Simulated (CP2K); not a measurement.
BaTiO3 in CP2K: the effect of functional

The system is BaTiO3.

```
CELL_PARAMETERS angstrom
3.80317 0.00000 0.00000
0.04607 4.13026 0.00000
0.23214 0.12224 7.97025
ATOMIC_POSITIONS crystal
Ba 0.04486 0.90917 0.49511
Ba 0.00815 0.92181 0.02441
Ti 0.45719 0.52057 0.20539
Ti 0.50232 0.47064 0.76225
O 0.48144 0.03993 0.24039
O 0.45629 0.07298 0.69357
O 0.53803 0.54059 0.44980
O 0.52906 0.55800 0.03050
O 0.98202 0.45740 0.26038
O 0.00064 0.50892 0.83819
```

The cell isn't the ideal one: all atoms moved at random.

Alike in all runs:

| Property | Result |
| --- | --- |
| Program | CP2K 2026.2 |
| Task | atomic charges |
| Potentials or basis | POTENTIAL_UZH Ba GTH-PBE-q10, Ti GTH-PBE-q12, O GTH-PBE-q6; DZVP-MOLOPT-PBE-GTH basis |
| Density cutoff | 11565 eV |
| k mesh | 6 × 5 × 3 |
| Occupations | fermi-dirac, width 0.05 eV |
| Spin | no spin polarisation |

```csv
functional,gap on the mesh (eV),pressure (GPa),largest force (eV/Å)
PBE,0.64,41.9,28.20
LDA,0.64,32.7,28.31
PBEsol,0.65,36.2,28.20
vdW-DF2,?,?,?
optB88-vdW,0.64,41.2,28.50
rev-vdW-DF2,0.65,39.7,28.41
r2SCAN,0.81,39.8,29.14
```

Q: What does the run with functional vdW-DF2 give?

A: gap on the mesh 0.62 eV; pressure 51.3 GPa; largest force 28.84 eV/Å.

Caveats: spin-orbit coupling is left out, which moves the levels of the heavy elements; an odd mesh through Γ misses points on the zone boundary, where band edges often lie; the basis of atomic orbitals isn't converged, which shifts pressures, moduli and gaps; the potentials were made for another functional, which shifts forces and pressure (some runs); forces of over 1 eV/Å show positions far from the minimum, so gaps and moduli don't describe the material at rest (some runs).
